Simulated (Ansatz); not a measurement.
Pressure series in AlSb

Take AlSb in the zinc blende structure (space group F-43m, No. 216) as the base.

```
AlSb
1.0
    0.00000     3.08874     3.08874
    3.08874     0.00000     3.08874
    3.08874     3.08874     0.00000
Sb Al
1 1
Cartesian
  4.63311   4.63311   4.63311
  0.00000   0.00000   0.00000
```

Cell and atoms are relaxed at each pressure.

The values are results of Kohn–Sham DFT with the r2SCAN functional, run in Ansatz (a program for electronic structure) with PAW and 500 eV plane waves, scalar-relativistic without spin-orbit coupling, earlier PAW set, not measurements.

| P (GPa) | V (Å³/atom) |
|---|---|
| -2.02 | 30.659 |
| -1.02 | 30.036 |
| 0.88 | 29.020 |
| 2.10 | 28.456 |
| 4.50 | 27.489 |
| 9.00 | 26.033 |
| 15.00 | 24.550 |
| 22.50 | 23.132 |
| 29.99 | 22.015 |

A third-order Birch–Murnaghan fit to these points gives V₀ = 29.47 Å³/atom, B₀ = 56 GPa and B₀′ = 4.1. At pressure 30 GPa the volume is 74.7 % of V₀.

Measured bulk modulus of AlSb: 58.2 GPa (temperature not stated; as listed in Cormac Toher et al., Physical Review Materials (2017)); the computed value is for a static lattice, so the two differ by thermal effects too.

Load acts through the strain it causes; cell and atoms are relaxed under it. Stability against distortions was not tested. Measured, AlSb leaves this structure (for a Cmcm phase) near 8.1 GPa (temperature not stated; as listed in Datta, Sujoy, Jana, Debnarayan, arXiv (2020)), on rising pressure, with hysteresis.
